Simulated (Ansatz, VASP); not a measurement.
Zr: VASP beside Ansatz

```
Zr
1.0
     6.31828    3.64786    1.07277
    -6.31828    3.64786    1.07277
     0.00000   -7.29572    1.07277
Zr
6
Direct
  0.49453 0.22648 0.07902
  0.07902 0.49453 0.22648
  0.22648 0.07902 0.49453
  0.50547 0.77352 0.92098
  0.92098 0.50547 0.77352
  0.77352 0.92098 0.50547
```

Alike in both runs: functional PBE; k mesh 6 × 6 × 6; occupations gaussian, width 0.1 eV; no spin polarisation.

Ansatz relaxed the structure, and its values are those at the end. VASP's run is a single point on that final structure, the one shown.

|  | VASP | Ansatz |
| --- | --- | --- |
| version | VASP 6.6.1 | Ansatz 0.2.0 |
| potentials or method | VASP PAW PBE potentials, release 64 (Zr_sv) | scalar-relativistic, plane waves, PAW |
| plane-wave cutoff (eV) | 520 | 420 |
| valence electrons in the cell | 72 | 72 |

```tsv
	VASP	Ansatz	Ansatz less VASP
gap on the k mesh at the Fermi level (eV)	none	none	-
pressure (GPa)	0.1	0.1	-0.02
rms of the force components (eV/Å)	0.016	0.015	-0.0009
```

A gap of «none» marks a metal or a gap that the smearing closes.
